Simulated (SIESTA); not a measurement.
The system is MnO.

```
CELL_PARAMETERS angstrom
0.00000 2.22391 2.22391
2.22391 0.00000 2.22391
2.22391 2.22391 0.00000
ATOMIC_POSITIONS crystal
Mn 0.00000 0.00000 0.00000
O 0.50000 0.50000 0.50000
```

The cell is a database's computed one.

Base run:

* Program: SIESTA 5.4.2
* Functional: PBE
* Potentials or basis: PseudoDojo 0.4 standard (PBE files)
* Basis: DZP (energy shift 0.01 Ry)
* Grid cutoff: 800 Ry
* Energy shift: 0.01 Ry
* k mesh: 10 × 10 × 10
* Occupations: fermi-dirac, width 0.05 eV
* Spin: collinear spin, ferromagnetic start
* Starting moments: [4.0, 0.0] μB

Its results: band gap on the k mesh none (metal or under the smearing width); pressure 1.3 GPa; net moment 4.90 μB per cell; site moments Mn +4.71; O +0.19 μB.

Task: The run is repeated on the same cell with these changes: basis from DZP (energy shift 0.01 Ry) to TZP (energy shift 0.01 Ry). What comes out?

Result: Band gap on the k mesh none (metal or under the smearing width); pressure 0.3 GPa; net moment 4.89 μB per cell; site moments Mn +4.67; O +0.21 μB.

Caveats: semicore shells carry a single zeta, which can move pressures by several GPa and volumes by a few percent; the basis of atomic orbitals isn't converged, which shifts pressures, moduli and gaps; a cell with one magnetic atom can't hold antiferromagnetic order, which such compounds often take; semilocal functionals often make such compounds metallic where correlation or magnetic order opens a gap, which also shifts bond lengths.
